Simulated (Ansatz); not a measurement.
From the elastic tensor of W at 8 GPa (stress–strain coefficients) to moduli and sound speeds

Method: DFT PBE, scalar-relativistic, plane waves, PAW in Ansatz. Plane waves to 420 eV; Γ-centred k mesh 20×20×20; Fermi-Dirac smearing of 0.15 eV. No spin polarisation.

Symmetry: Im-3m, No. 229, cubic system. Conventional cell: a = 3.157 Å, b = 3.157 Å, c = 3.157 Å, α = 90.00°, β = 90.00°, γ = 90.00°. W (site symmetry m-3m) is surrounded by 8 W at 2.73 Å.

In a metal, frequencies and elastic constants depend on the k mesh and the smearing, soft modes and shear constants most. Spin–orbit coupling is left out, which can shift energies with elements as heavy as these.

Relaxed-ion constants (GPa, on the Cartesian axes of the calculation):
C11 = 562.6, C12 = 222.4, C13 = 222.4, C22 = 562.6, C23 = 222.4, C33 = 562.6, C44 = 156.7, C55 = 156.7, C66 = 156.7 GPa; the others vanish.

Density 19.399 g/cm³; 1 atom in 15.74 Å³.

The values that follow are for a polycrystal of randomly turned grains, by Hill's mean where one number stands.

With S = C⁻¹: B_V = (C11+C22+C33+2(C12+C13+C23))/9, G_V = (C11+C22+C33−C12−C13−C23+3(C44+C55+C66))/15, 1/B_R = S11+S22+S33+2(S12+S13+S23), 15/G_R = 4(S11+S22+S33−S12−S13−S23)+3(S44+S55+S66); Hill is their mean. Then v_l = √((B+4G/3)/ρ), v_t = √(G/ρ), v_m = [(2/v_t³+1/v_l³)/3]^(−1/3) and Θ = (ħ/k_B)·v_m·(6π²n/V)^(1/3) for n atoms in the volume V; E = 9BG/(3B+G), ν = (3B−2G)/(2(3B+G)) and A^U = 5G_V/G_R + B_V/B_R − 6.

```json
{
 "Bulk modulus, Voigt / Reuss / Hill": "335.8 / 335.8 / 335.8 GPa",
 "Shear modulus, Voigt / Reuss / Hill": "162.0 / 161.8 / 161.9 GPa",
 "Young's modulus": "418 GPa",
 "Poisson ratio": "0.292",
 "Pugh ratio B/G": "2.07",
 "Universal anisotropy index": "0.01",
 "Longitudinal and transverse sound speeds": "5333 and 2889 m/s",
 "Debye temperature from the mean sound speed": "383 K"
}
```

Cost: 1 run of about 1.3 core-minutes, on Arm Neoverse V1 (shared hosts).

Compressed tungsten remains very stiff in both volume and shear, because its roughly half-filled d band occupies mainly bonding states and leaves the antibonding ones largely empty. The near-isotropy is a balance between two cubic shears rather than a sign of non-directional bonding: C44 lies somewhat below (C11 − C12)/2, a difference that the universal index of 0.01 almost hides. C12 exceeds C44 by much more than the pressure alone would give for central forces, so many-body metallic bonding matters.

C44 also falls slightly below the value measured at ambient pressure, although compression should raise it. PBE's tendency to overestimate the volume at a given pressure probably contributes. The constants meet the conditions for stability against small homogeneous strains, which doesn't exclude instabilities at finite wavevector. Nor does the B/G ratio of 2.07, usually read as ductile, establish ductility: tungsten is known to be brittle at low temperature, where screw-dislocation mobility and grain-boundary cohesion govern fracture, not the elastic moduli alone.
